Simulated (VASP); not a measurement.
A run of VASP 6.6.1 is set up as follows.

The input INCAR:

```
SYSTEM = C
PREC = Accurate
ENCUT = 520
EDIFF = 1E-6
ISMEAR = 0
SIGMA = 0.05
LREAL = .FALSE.
LASPH = .TRUE.
NELM = 80
ALGO = Fast
ISIF = 2
LWAVE = .FALSE.
LCHARG = .TRUE.
LDIPOL = .TRUE.
IDIPOL = 3
DIPOL = 0.5 0.5 0.500
GGA = PE
LELF = .TRUE.
LVHAR = .TRUE.
LVACPOTAV = .TRUE.
```

Contents of KPOINTS:

```
Automatic mesh
0
G
  12 12 1
  0 0 0
```

Contents of POSCAR:

```
C
1.0
    2.4699988104      0.0000000000      0.0000000000
   -1.2349994052      2.1390817171      0.0000000000
    0.0000000000      0.0000000000     21.8239500000
C
6
Direct
    0.0000000000      0.0000000000      0.3436591451
    0.3333333333      0.6666666666      0.3452147755
    0.0000000000      0.0000000000      0.4992221848
    0.6666666667      0.3333333334      0.5007778152
    0.0000000000      0.0000000000      0.6547852245
    0.3333333333      0.6666666666      0.6563408549
```

Potentials or basis: VASP PAW PBE potentials, release 64 (C).

Command:

```bash
$ cat potpaw_PBE.64/C/POTCAR > POTCAR
$ mpirun -np 1 vasp_std > vasp.out
```

Task: Estimate the ionisation potential of the upper face.

Result: 4.30 eV.

Task: What does it give for the largest force?

Result: 0.626 eV/Å.

Task: Estimate the band gap on the k mesh.

Result: 0.00 eV, direct.

Forces on the atoms (eV/Å):
```
C    0.000  0.000  0.528
C    0.000  0.000 -0.626
C    0.000  0.000  0.567
C    0.000  0.000 -0.567
C    0.000  0.000  0.607
C    0.000  0.000 -0.510
```
